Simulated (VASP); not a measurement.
Set up this calculation in VASP 6.6.1, as the native input.

- Task: single point
- Functional: PBE
- Potentials or basis: VASP PAW PBE potentials, release 64 (Sc_sv)
- Cutoff: 520 eV
- k mesh: 8 × 8 × 8
- Occupations: tetrahedron
- Spin: no spin polarisation
- Dipole correction: no
- Further INCAR settings: ALGO = Normal; EDIFF = 1e-06; NBANDS = 12

The structure of Sc lies in POSCAR:

```
Sc
1.0
    0.0000000000      2.3268462047      2.3268462047
    2.3268462047      0.0000000000      2.3268462047
    2.3268462047      2.3268462047      0.0000000000
Sc
1
Direct
    0.0000000000      0.0000000000      0.0000000000
```

This isn't the form of Sc at room conditions, which is hcp.

The input as run:

INCAR

```
SYSTEM = Sc
  PREC = Accurate
  ENCUT = 520
  EDIFF = 1E-6
  ISMEAR = -5
  SIGMA = 0.1
  LREAL = .False.
  LASPH = .True.
  NELM = 100
  ALGO = Normal
  ISIF = 2
  LWAVE = .False.
  LCHARG = .False.
  GGA = PE
  NBANDS = 12
```

KPOINTS

```
regular mesh
0
Gamma
  8 8 8
  0 0 0
```

Potentials or basis: VASP PAW PBE potentials, release 64 (Sc_sv).

Launch:

```bash
$ cat potpaw_PBE.64/Sc_sv/POTCAR > POTCAR
$ mpirun -np 1 vasp_std > vasp.out
```

Results of the run:

- Pressure: -1.2 GPa
- Band gap on the k mesh: none (metal or under the smearing width)

Caveat: tetrahedron occupations give inexact forces and stress in metals.

Run time: 3.7 s on 1 thread of Intel(R) Xeon(R) 6975P-C (Granite Rapids) (shared host), peak memory 0.13 GiB.
